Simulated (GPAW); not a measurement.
# SnO (P4/nmm) in GPAW: reference runs

How does SnO come out in PBE? The cell is run as given and disturbed.

Everything below comes from runs of GPAW 26.7.0. Logs are shortened: lines on timing, memory, paths and dates and some standing lists are left out, and cuts for length are marked. The log counts tension as positive stress, the text compression.

## 1. Starting point

The structure is tetragonal, space group P4/nmm (No. 129). The conventional cell has a = 3.814 Å, b = 3.814 Å, c = 4.887 Å, α = 90.00°, β = 90.00°, γ = 90.00°. Sn (site symmetry 4mm) is surrounded by 4 O at 2.23 Å. Around O (site symmetry -4m2) lie 4 Sn at 2.23 Å.

The cell is a database's computed one.

## 2. Single point, PBE

Input file run.py:

```python
from ase import Atoms
from ase.dft.bandgap import bandgap
from ase.io import write
from ase.units import Bohr, GPa
from gpaw import GPAW, PW
from gpaw.elf import elf_from_dft_calculation

atoms = Atoms(['Sn', 'Sn', 'O', 'O'],
              cell=[[3.81369522, 0.0, 0.0],
                    [0.0, 3.81369522, 0.0],
                    [0.0, 0.0, 4.8869133]],
              scaled_positions=[[0.5, 0.0, 0.76462614],
                                [0.0, 0.5, 0.23537386],
                                [0.0, 0.0, 0.0],
                                [0.5, 0.5, 0.0]],
              pbc=True)

calc = GPAW(mode=PW(800),
            xc='PBE',
            kpts={'size': (7, 7, 6), 'gamma': True},
            occupations={'name': 'fermi-dirac', 'width': 0.05},
            nbands=33,
            convergence={'density': 1e-05, 'energy': 1e-05},
            maxiter=150,
            txt='gpaw.txt')
atoms.calc = calc
energy = atoms.get_potential_energy()
forces = atoms.get_forces()
stress = atoms.get_stress()
calc.write('gs.gpw')
write('result.traj', atoms)
print(f'Energy: {energy:.6f} eV')
print('Forces (eV/A):')
print(forces.round(4))
print('Stress (GPa):', (stress / GPa).round(3))
print('Fermi level:', round(calc.get_fermi_level(), 4), 'eV')
print(f'Gap: {bandgap(calc)[0]:.4f} eV, direct: {bandgap(calc, direct=True)[0]:.4f} eV')

# fields on the real-space grid
write('density.cube', atoms, data=calc.get_pseudo_density() * Bohr**3)
write('potential.cube', atoms, data=calc.get_electrostatic_potential())
write('elf.cube', atoms, data=elf_from_dft_calculation(calc).data)
```

Potentials or basis: GPAW PAW data sets (gpaw-data 1.2.1), pw.

Command:

```
OMP_NUM_THREADS=1 python run.py
```

gpaw.txt:

```text
__  _  _
 | _ |_)|_||  |
 |__||  | ||/\| - 26.7.0

Input parameters:
  mode=PW(ecut=800.0),
  convergence={'density': 1e-05, 'energy': 1e-05},
  kpts=MonkhorstPack(size=(7, 7, 6), gamma=True),
  maxiter=150,
  nbands=33,
  occupations=Occupations(name='fermi-dirac', width=0.05),
  xc=XC(name='PBE')

Diagonalizing LCAO Hamiltonian
Converting LCAO to pw mode
   .--------.
  /|        |
 * |        |
 | | Sn     |
 | |        |
 | |        |
 |Sn--------.
 |/    O   /
 O--------*

Atoms  # Å, Bohr magnetons
|   | symbol |        x |        y |        z |    initial magnetic moments |
|---|--------|----------|----------|----------|-----------------------------|
| 0 |     Sn | 1.906848 | 0.000000 | 3.736662 | ( 0.0000,  0.0000,  0.0000) |
| 1 |     Sn | 0.000000 | 1.906848 | 1.150252 | ( 0.0000,  0.0000,  0.0000) |
| 2 |      O | 0.000000 | 0.000000 | 0.000000 | ( 0.0000,  0.0000,  0.0000) |
| 3 |      O | 1.906848 | 1.906848 | 0.000000 | ( 0.0000,  0.0000,  0.0000) |

Unit cell  # Å
| periodic |        x |        y |        z |  lengths |    angles |
|----------|----------|----------|----------|----------|-----------|
|      yes | 3.813695 | 0.000000 | 0.000000 | 3.813695 | 90.000000 |
|      yes | 0.000000 | 3.813695 | 0.000000 | 3.813695 | 90.000000 |
|      yes | 0.000000 | 0.000000 | 4.886913 | 4.886913 | 90.000000 |

Number of symmetries: 8
Symmetry operations  # r_c * U_cc + t_c -> r_c
|   | kind |            matrix            |
|---|------|------------------------------|
| 0 |  E   |  1, 0, 0,  0, 1, 0,  0, 0, 1 |
| 1 |  σ   |  1, 0, 0,  0,-1, 0,  0, 0, 1 |
| 2 |  C2  |  0, 1, 0,  1, 0, 0,  0, 0,-1 |
| 3 |  S4  |  0, 1, 0, -1, 0, 0,  0, 0,-1 |
| 4 |  S4  |  0,-1, 0,  1, 0, 0,  0, 0,-1 |
| 5 |  C2  |  0,-1, 0, -1, 0, 0,  0, 0,-1 |
| 6 |  σ   | -1, 0, 0,  0, 1, 0,  0, 0, 1 |
| 7 |  C2  | -1, 0, 0,  0,-1, 0,  0, 0, 1 |

BZ-sampling:
  Number of BZ points: 294
  Number of IBZ points: 40

  Monkhorst-Pack size: [7, 7, 6]
  Monkhorst-Pack shift: [0.0, 0.0, 0.08333333333333333]

K-points  # in reciprocal-cell coordinates
|     |                                coordinates |     weight |
|-----|--------------------------------------------|------------|
|   0 | (  0.00000000,   0.00000000,   0.00000000) | 0.00340136 |
|   1 | (  0.00000000,   0.00000000,   0.16666667) | 0.00680272 |
|   2 | (  0.00000000,   0.00000000,   0.33333333) | 0.00680272 |
|   3 | (  0.00000000,   0.00000000,   0.50000000) | 0.00340136 |
|   4 | (  0.14285714,   0.00000000,   0.00000000) | 0.01360544 |
|   5 | (  0.14285714,   0.00000000,   0.16666667) | 0.02721088 |
|   6 | (  0.14285714,   0.00000000,   0.33333333) | 0.02721088 |
|   7 | (  0.14285714,   0.00000000,   0.50000000) | 0.01360544 |
|   8 | (  0.14285714,   0.14285714,   0.00000000) | 0.01360544 |
|   9 | (  0.14285714,   0.14285714,   0.16666667) | 0.02721088 |
| ... |                                            |            |
|  39 | (  0.42857143,   0.42857143,   0.50000000) | 0.01360544 |

Plane wave coefficients: 3678
Cutoff: 800.0 eV

Spin-components: 1 (collinear spins)
Bands:           33
Projectors:      22
Spin-degeneracy: 2
Datatype:        complex128

Parallelization:
  kpt:    1
  domain: 1
  band:   1

Density:
  Valence electrons: 40.0
  Components: 1
  Grid points: [25 25 32]
  Charge: 0.0  # |e|

Potential:
  Grid points: [25 25 32]

species:
  Sn:
    name:    Tin
    Z:       50.0
    valence: 14
    core:    36
    charge:  0.0  # [|e|]
    compensation charges:
      type: gauss
      rc: 0.38  # [Å]
      lmax: 2
    cutoffs:
      filter: 2.23  # [Å]
      core: 2.35  # [Å]
    projectors
    | kind |    occ | energy [eV] | rcut [Å] |
    |------|--------|-------------|----------|
    |   5s |  2.000 |     -10.538 |    1.201 |
    |   5p |  2.000 |      -3.696 |    1.270 |
    |   4d | 10.000 |     -25.845 |    1.185 |
    |    s |        |      16.674 |    1.201 |
    |    p |        |      23.515 |    1.270 |
    |    d |        |       1.367 |    1.185 |

    Using partial waves for Sn as LCAO basis

  O:
    name:    Oxygen
    Z:       8.0
    valence: 6
    core:    2
    charge:  0.0  # [|e|]
    compensation charges:
      type: gauss
      rc: 0.21  # [Å]
      lmax: 2
    cutoffs:
      filter: 1.17  # [Å]
      core: 0.83  # [Å]
    projectors
    | kind |    occ | energy [eV] | rcut [Å] |
    |------|--------|-------------|----------|
    |   2s |  2.000 |     -23.961 |    0.688 |
    |   2p |  4.000 |      -9.029 |    0.598 |
    |    s |        |       3.251 |    0.688 |
    |    p |        |      18.182 |    0.598 |
    |    d |        |       0.000 |    0.619 |

    Using partial waves for O as LCAO basis

Reference energy: -340103.091216  # eV

eigensolver:
  PPCG
  Converge bands: occupied
  niter=2

density mixing:
  MSR1-Mixer
  Pratt-step length: 0.05
  Maximum mixing coefficient: 0.75
  Old densities: 10
  SVD Regularization: 0.005
  Good broyden scale: 1.0
  Trust region scale: 1.0
  Backstep threshold: 4.0
  History deletion threshold: 6.0
  Fourier metric: weight=20.0, sigma=0.015

occupation numbers:
  Fermi-Dirac:
    width: 0.0500  # eV

poisson solver:
  ecut: 6400.0  # eV

xc functional:
  name: PBE with 2 nearest neighbor stencil

convergence criteria:
- Maximum integral of absolute [dens]ity change: 1e-05 electrons / valence electron
- Maximum [total energy] change in last 3 cyles: 1e-05 eV / valence electron
- Maximum integral of absolute [eigenst]ate change: 4e-08 eV^2 / valence electron
maximum number of iterations: 150

SCF iterations
|iter     | |      energy | eigst |  dens |
|---------|-|-------------|-------|-------|
|iter:   1| |  -26.904069 | +0.09 |       |
|iter:   2| |  -25.854766 | -1.53 | -1.01 |
|iter:   3| |  -23.630092 | -0.96 | -1.07 |
|iter:   4| |  -23.609597 | -2.90 | -1.55 |
|iter:   5| |  -23.610577 | -3.02 | -1.79 |
|iter:   6| |  -23.611206 | -4.25 | -2.56 |
|iter:   7| |  -23.611286 | -5.58 | -3.20 |
|iter:   8| |  -23.611293c| -6.46 | -3.75 |
|iter:   9| |  -23.611293c| -7.50c| -4.64 |
|iter:  10| |  -23.611293c| -7.53c| -4.83 |
|iter:  11| |  -23.611293c| -7.96c| -5.14c|

Converged in 11 steps
Energy contributions relative to reference atoms: (reference = -340103.091216)

Energy contributions:
  Kinetic:          37.375898
  Coulomb:         -35.940122
  Zero:              0.223221
  External:          0.000000
  Xc:              -25.270139
  Entropy:          -0.000303
  Spinorbit:         0.000000
  ----------------------------
  Free energy:     -23.611444
  Extrapolated:    -23.611293

dipole moment: (-23.533614, -23.533614, -27.456510)  # |e|*Ang

Fermi level: 6.853
Eigenvalues  # (at kpt = [0.000, 0.000, 0.000])
| band index |      eig [eV] | occ [0-2] |
|------------|---------------|-----------|
|          0 |       -15.344 |     2.000 |
|        ... |               |           |
|         12 |        -0.995 |     2.000 |
|         13 |         0.070 |     2.000 |
|         14 |         0.388 |     2.000 |
|         15 |         0.388 |     2.000 |
|         16 |         3.175 |     2.000 |
|         17 |         3.462 |     2.000 |
[... 8 lines left out ...]
|         26 |        13.449 |     0.000 |
|         27 |        13.886 |     0.000 |
|        ... |               |           |
|         32 |        22.195 |     0.000 |

Gap: 0.376 eV
Transition (v -> c):
  (s=0, k=0, n=19, [0.00, 0.00, 0.00]) -> (s=0, k=36, n=20, [0.43, 0.43, 0.00])
Direct/indirect transitions are different
Direct gap: 2.037 eV
Transition at: (s=0, k=0, n=19, [0.00, 0.00, 0.00])

Forces  # eV/Ang
|       x |       y |        z |
|---------|---------|----------|
| 0.00000 | 0.00000 | -0.31455 |  # Sn   0
| 0.00000 | 0.00000 |  0.31455 |  # Sn   1
| 0.00000 | 0.00000 |  0.00000 |  # O    2
| 0.00000 | 0.00000 |  0.00000 |  # O    3

Stress tensor  # eV/Ang^3
|         x |         y |         z |
|-----------|-----------|-----------|
| -0.018910 |  0.000000 |  0.000000 |
|  0.000000 | -0.018910 |  0.000000 |
|  0.000000 |  0.000000 | -0.015433 |

# Writing to gs.gpw (mode='')
```

Run time: 67 s. Hardware: 1 thread of Arm Neoverse V2, shared host; peak memory 0.27 GiB.

What came out:

| Item | Value |
| --- | --- |
| Free energy | -23.6114 eV |
| Pressure | 2.8 GPa |
| Largest force | 0.315 eV/Å |
| Band gap on the k mesh | 0.38 eV, indirect (least direct gap 2.04 eV) |

Forces in eV/Å, atoms in the order of the input:
```
Sn   0.000  0.000 -0.315
Sn   0.000  0.000  0.315
O    0.000  0.000  0.000
O    0.000  0.000  0.000
```

Caveat: spin-orbit coupling is left out, which moves the levels of the heavy elements; an odd mesh through Γ misses points on the zone boundary, where band edges often lie.

## 3. Single point, PBE (atoms moved at random, drawn with an rms of 0.05 Å)

Input file run.py:

```python
from ase import Atoms
from ase.dft.bandgap import bandgap
from ase.io import write
from ase.units import GPa
from gpaw import GPAW, PW

atoms = Atoms(['Sn', 'Sn', 'O', 'O'],
              cell=[[3.81369522, 0.0, 0.0],
                    [0.0, 3.81369522, 0.0],
                    [0.0, 0.0, 4.8869133]],
              scaled_positions=[[0.509185, -0.004328, 0.769766],
                                [0.003193, 0.500751, 0.224902],
                                [0.006846, 0.003447, -0.001905],
                                [0.493564, 0.495629, -0.001614]],
              pbc=True)

calc = GPAW(mode=PW(800),
            xc='PBE',
            kpts={'size': (7, 7, 6), 'gamma': True},
            occupations={'name': 'fermi-dirac', 'width': 0.05},
            nbands=33,
            convergence={'density': 1e-05, 'energy': 1e-05},
            maxiter=150,
            txt='gpaw.txt')
atoms.calc = calc
energy = atoms.get_potential_energy()
forces = atoms.get_forces()
stress = atoms.get_stress()
calc.write('gs.gpw')
write('result.traj', atoms)
print(f'Energy: {energy:.6f} eV')
print('Forces (eV/A):')
print(forces.round(4))
print('Stress (GPa):', (stress / GPa).round(3))
print('Fermi level:', round(calc.get_fermi_level(), 4), 'eV')
print(f'Gap: {bandgap(calc)[0]:.4f} eV, direct: {bandgap(calc, direct=True)[0]:.4f} eV')
```

Potentials or basis: GPAW PAW data sets (gpaw-data 1.2.1), pw.

Command:

```
OMP_NUM_THREADS=1 python run.py
```

It took 4.1 min on 1 thread of Arm Neoverse V2, shared host; peak memory 0.57 GiB.

It converged, with:

| Property | Result |
| --- | --- |
| Free energy | -23.5465 eV |
| Pressure | 5.4 GPa |
| Largest force | 1.104 eV/Å |
| Band gap on the k mesh | 0.62 eV, indirect (least direct gap 1.93 eV) |

Forces on the atoms (eV/Å):
```
Sn  -0.110  0.049 -1.014
Sn  -0.089 -0.005  1.100
O   -0.196 -0.187 -0.028
O    0.395  0.143 -0.058
```

Stress tensor (GPa, compression positive):
```
 5.32  0.04 -0.16
 0.04  5.21  0.00
-0.16  0.00  5.56
```

Levels at points of the mesh, in eV from the valence-band top:
```csv
k point,band 18,band 19,band 20,band 21,band 22,band 23
"(0.00, 0.00, 0.00)",-3.41,-3.39,-0.01,1.97,4.06,4.99
"(0.00, 0.00, 0.50)",-3.41,-3.14,-2.09,1.52,3.24,3.24
```

Caveat: spin-orbit coupling is left out, which moves the levels of the heavy elements; an odd mesh through Γ misses points on the zone boundary, where band edges often lie.
